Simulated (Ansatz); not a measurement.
# Ni3Ge: convergence and cost

The task here is to estimate one member of a computed series from the others.

Computed with Ansatz 0.2.0 (DFT r2SCAN, scalar-relativistic, plane waves, PAW, unless a step's input says otherwise).

1 further run of the same task is left out (for a known fault of the program). Runs told in other sessions of the task aren't counted.

## The system as given

The structure is cubic, space group Pm-3m (No. 221). Conventional cell: a = 3.530 Å, b = 3.530 Å, c = 3.530 Å, α = 90.00°, β = 90.00°, γ = 90.00°. Around Ni (site symmetry 4/mmm) lie 8 Ni at 2.50 Å and 4 Ge at 2.50 Å. Ge (site symmetry m-3m) has 12 Ni at 2.50 Å in its first shell of neighbours.

As a file:

```
CELL_PARAMETERS angstrom
3.53033 0.00000 0.00000
0.00000 3.53033 0.00000
0.00000 0.00000 3.53033
ATOMIC_POSITIONS crystal
Ni 0.50000 0.00000 0.50000
Ni 0.00000 0.50000 0.50000
Ni 0.50000 0.50000 0.00000
Ge 0.00000 0.00000 0.00000
```

Source of the structure: the Materials Project (structure only). It is taken as it stands there.

## The base run, which the others are set against

input.yaml

```yaml
crystal:
  lattice:
    - [3.5303341067, 0.0, 0.0]
    - [0.0, 3.5303341067, 0.0]
    - [0.0, 0.0, 3.5303341067]
  atoms:
    - { symbol: Ni, position: [0.5, 0.0, 0.5] }
    - { symbol: Ni, position: [0.0, 0.5, 0.5] }
    - { symbol: Ni, position: [0.5, 0.5, 0.0] }
    - { symbol: Ge, position: [0.0, 0.0, 0.0] }
basis:
  ecutwfc: 500
kpoints:
  mp_grid: { grid: [12, 12, 12] }
hamiltonian:
  xc: r2scan
scf:
  occupations: { method: gaussian, width: 0.1 }
output:
  forces: true
  stress: true
  eigenvalues: true
  populations: true
  write_density: true
  write_potential: true
  elf: true
  volumetric_format: npy
```

It was run beforehand and gave: -5459.9384 eV/atom at zero smearing, pressure 0.42 GPa, largest force 0.000 eV/Å, no gap on the mesh, in 9 SCF cycles and 14 s.

The first run:

input.yaml

```yaml
crystal:
  lattice:
    - [3.5303341067, 0.0, 0.0]
    - [0.0, 3.5303341067, 0.0]
    - [0.0, 0.0, 3.5303341067]
  atoms:
    - { symbol: Ni, position: [0.5, 0.0, 0.5] }
    - { symbol: Ni, position: [0.0, 0.5, 0.5] }
    - { symbol: Ni, position: [0.5, 0.5, 0.0] }
    - { symbol: Ge, position: [0.0, 0.0, 0.0] }
basis:
  ecutwfc: 500
kpoints:
  mp_grid: { grid: [1, 1, 1] }
hamiltonian:
  xc: r2scan
scf:
  occupations: { method: gaussian, width: 0.1 }
output:
  forces: true
  stress: true
  eigenvalues: true
```

The run is started by

```
ansatz run input.yaml --threads 1 --pin off --max-ram 2560MiB --backend cpu --events-out ev --progress --plain --runs-dir out
```

Among the steps run: K-point mesh set to 1×1×1; K-point mesh: 2×2×2; K-point mesh set to 4×4×4; K-point mesh set to 6×6×6; K-point mesh set to 8×8×8; K-point mesh set to 10×10×10; K-point mesh set to 14×14×14; K-point mesh set to 16×16×16; K-point mesh set to 18×18×18.

One table of the session follows, with a row left open; its other results are not shown here.

It belongs to the step «What the k-point mesh changes». 

| mesh | ΔE (meV/atom) | pressure (GPa) |
| --- | --- | --- |
| 1×1×1 | 2610 | 25.34 |
| 2×2×2 | -48.0 | -3.16 |
| 4×4×4 | -5.43 | 0.54 |
| 6×6×6 | ? | ? |
| 8×8×8 | 0.64 | 0.43 |
| 10×10×10 | -0.20 | 0.41 |
| 12×12×12 | 0.05 | 0.42 |
| 14×14×14 | 0.01 | 0.42 |
| 16×16×16 | 0.05 | 0.42 |
| 18×18×18 | 0.00 | 0.42 |

Q: Estimate the row for 6×6×6 from the others.

**Answer.** ΔE (meV/atom): -0.05; pressure (GPa): 0.47. In the column «ΔE (meV/atom)» it lies between 10×10×10 (-0.20) and 18×18×18 (0.00).

To keep in mind: The error changes sign along the series, since a k mesh isn't variational, and a metal needs dense meshes to resolve its Fermi surface. Spin polarisation is off in the runs that give these values; a magnetic solution could lie lower.
